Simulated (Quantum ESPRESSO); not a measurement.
LiH in Quantum ESPRESSO: the effect of functional

LiH:

```
CELL_PARAMETERS angstrom
0.00000 2.03675 2.03675
2.03675 0.00000 2.03675
2.03675 2.03675 0.00000
ATOMIC_POSITIONS crystal
Li 0.00000 0.00000 0.00000
H 0.50000 0.50000 0.50000
```

Alike in all runs:

| Quantity | Value |
| --- | --- |
| Program | Quantum ESPRESSO 7.5 |
| Task | dielectric tensor |
| Cutoff | 612 eV |
| Density cutoff | 4898 eV |
| k mesh | 8 × 8 × 8, shifted |
| Occupations | fermi-dirac, width 0.05 eV |
| Spin | no spin polarisation |

```tsv
functional	potentials or basis	pressure (GPa)	dielectric constant (mean)
LDA	GBRV 1.5 LDA	-4.1	4.60
PBE	GBRV 1.5 PBE	?	?
PBEsol	GBRV 1.5 PBEsol	-2.3	4.48
WC	GBRV 1.5 PBE	-2.0	4.39
BLYP	GBRV 1.5 PBE	-1.1	3.85
AM05	GBRV 1.5 PBE	-1.6	4.48
```

Question: What does the run with functional PBE give?

Answer: Pressure -1.7 GPa; dielectric constant 4.25 mean.

Caveats: the potentials were made for another functional, which shifts forces and pressure (some runs); the cell is more than 3 GPa from zero pressure, which shifts response properties (some runs).
